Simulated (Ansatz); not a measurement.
**Response to strain in BaTe**

Base system: BaTe in the rock salt structure (space group Fm-3m, No. 225; a = 6.9414 Å). Axes: x, y, z lie along the cube axes.

Strains are applied to the cell and any free atomic positions relax; under biaxial strain the out-of-plane vector relaxes too.

Level of theory: PBEsol (Ansatz, a program for electronic structure, PAW, scalar-relativistic without spin-orbit coupling).

```json
[
 {"biaxial strain, plane normal [111], relaxed out of plane (%)": "-2.5", "out-of-plane strain (%)": "2.59"},
 {"biaxial strain, plane normal [111], relaxed out of plane (%)": "-2.08", "out-of-plane strain (%)": "2.16"},
 {"biaxial strain, plane normal [111], relaxed out of plane (%)": "-1.67", "out-of-plane strain (%)": "1.74"},
 {"biaxial strain, plane normal [111], relaxed out of plane (%)": "-1.25", "out-of-plane strain (%)": "?"},
 {"biaxial strain, plane normal [111], relaxed out of plane (%)": "-0.83", "out-of-plane strain (%)": "0.87"},
 {"biaxial strain, plane normal [111], relaxed out of plane (%)": "-0.42", "out-of-plane strain (%)": "0.44"},
 {"biaxial strain, plane normal [111], relaxed out of plane (%)": "0", "out-of-plane strain (%)": "0.00"}
]
```

Problem. Fit ε⊥ = −νε + γε² (strains in %) to the rows shown and predict the withheld row.

Solution. Least squares on the printed values gives ν = 1.05 (the biaxial Poisson response) and γ = -0.007 (largest residual 0.00 %); this predicts 1.31 %, and the run gives 1.31 %, in agreement.

Stability against distortions was not tested.
